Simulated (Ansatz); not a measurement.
# AlP, space group F-43m: a dry run that shows the plan

Program: Ansatz 0.2.0 through its Python package.

Notebook, run cell by cell (the value of a cell's last expression is shown):

```python
from dataclasses import replace

import ansatz
```

```python
lattice = ansatz.Lattice.of(
    [0.0, 2.7255, 2.7255],
    [2.7255, 0.0, 2.7255],
    [2.7255, 2.7255, 0.0],
)
sites = [
    ('Al', [0.0, 0.0, 0.0]),
    ('P', [0.25, 0.25, 0.25]),
]
system = ansatz.Crystal(lattice=lattice)
for symbol, position in sites:
    system = system.atom(symbol, position)

model = (
    system.calculation()
    .functional('PBE')
    .pseudopotentials('paw')
    .kpoints(spacing=0.44)
    .occupations(ansatz.OccupationsMethod.FIXED)
)
for repeats in [(1, 1, 1), (2, 1, 1), (2, 2, 1), (2, 2, 2)]:
    told = replace(model, crystal=system.supercell(*repeats)).session().plan(dry_run=True).describe()
    print(repeats, 'bands', told.n_bands, 'plane waves', tuple(told.n_pw_range), 'k-points', len(told.kweights), 'grid', tuple(told.fft_dense), 'symmetry operations', told.n_sym_ops)
```

    DeckWarning: basis.ecutwfc = 420 eV, auto-derived from the records' recommended cutoffs: set by Al (normal level)
    (1, 1, 1) bands 8 plane waves (749, 801) k-points 10 grid (27, 27, 27) symmetry operations 24
    (2, 1, 1) bands 12 plane waves (1545, 1601) k-points 19 grid (54, 27, 27) symmetry operations 12
    (2, 2, 1) bands 24 plane waves (3131, 3203) k-points 27 grid (54, 54, 27) symmetry operations 16
    (2, 2, 2) bands 48 plane waves (6303, 6334) k-points 4 grid (54, 54, 54) symmetry operations 192

 Fixed occupations are right only where the crystal has a gap.
